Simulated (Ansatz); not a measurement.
Set up this calculation in Ansatz 0.2.0, as the native input.

```yaml
Task: band structure
Functional: PBEsol
Potentials_or_basis: Ansatz PAW
Cutoff: "420 eV (not typed: the program's choice for these potentials)"
k_mesh: 7 × 7 × 7
Occupations: fermi-dirac, width 0.05 eV
Spin: no spin polarisation
Path: "[[\"G\", \"X\", \"M\", \"G\", \"R\", \"X\"], [\"M\", \"R\"]]"
Points_for_each_segment_of_the_path: 14
```

Cu3Au (Auricupride):

```
Au Cu
1.0
     3.74000    0.00000    0.00000
     0.00000    3.74000    0.00000
     0.00000    0.00000    3.74000
Au Cu
1 3
Direct
  0.00000 0.00000 0.00000
  0.50000 0.50000 0.00000
  0.50000 0.00000 0.50000
  0.00000 0.50000 0.50000
```

These files were run (other wordings do the same):

input.yaml

```yaml
crystal:
  lattice:
    - [3.74, 0.0, 0.0]
    - [0.0, 3.74, 0.0]
    - [0.0, 0.0, 3.74]
  atoms:
    - { symbol: Au, position: [0.0, 0.0, 0.0] }
    - { symbol: Cu, position: [0.5, 0.5, 0.0] }
    - { symbol: Cu, position: [0.5, 0.0, 0.5] }
    - { symbol: Cu, position: [0.0, 0.5, 0.5] }
hamiltonian:
  xc: pbesol
  pseudopotentials: { kind: paw }
kpoints:
  mp_grid: { grid: [7, 7, 7] }
  band_path:
    path:
      - [[0.0, 0.0, 0.0], [0.0, 0.5, 0.0], [0.5, 0.5, 0.0], [0.0, 0.0, 0.0], [0.5, 0.5, 0.5], [0.0, 0.5, 0.0]]
      - [[0.5, 0.5, 0.0], [0.5, 0.5, 0.5]]
    npoints: 14
scf:
  occupations: { method: fermi_dirac, width: 0.05 }
  n_extra_bands: 10
output:
  forces: true
  stress: true
  eigenvalues: true
  fatbands: false
  write_density: true
  write_potential: true
  elf: true
  volumetric_format: npy
```

Potentials or basis: Ansatz PAW.

Run with:

```console
$ ansatz run input.yaml --threads 2 --pin off --max-ram 5632MiB --backend cpu --events-out ev --progress --plain --runs-dir out
```

Results of the run:

```
Pressure               : -3.6 GPa
Band gap on the k mesh : none (metal or under the smearing width)
```

Caveat: spin-orbit coupling is left out, which moves the levels of the heavy elements; the PAW data sets come from PBE, with cores solved anew for the run's functional, which leaves a small shift of forces and pressure.

It took 2.2 s on 2 threads of Intel(R) Xeon(R) 6975P-C (Granite Rapids) (shared host), peak memory 0.46 GiB.
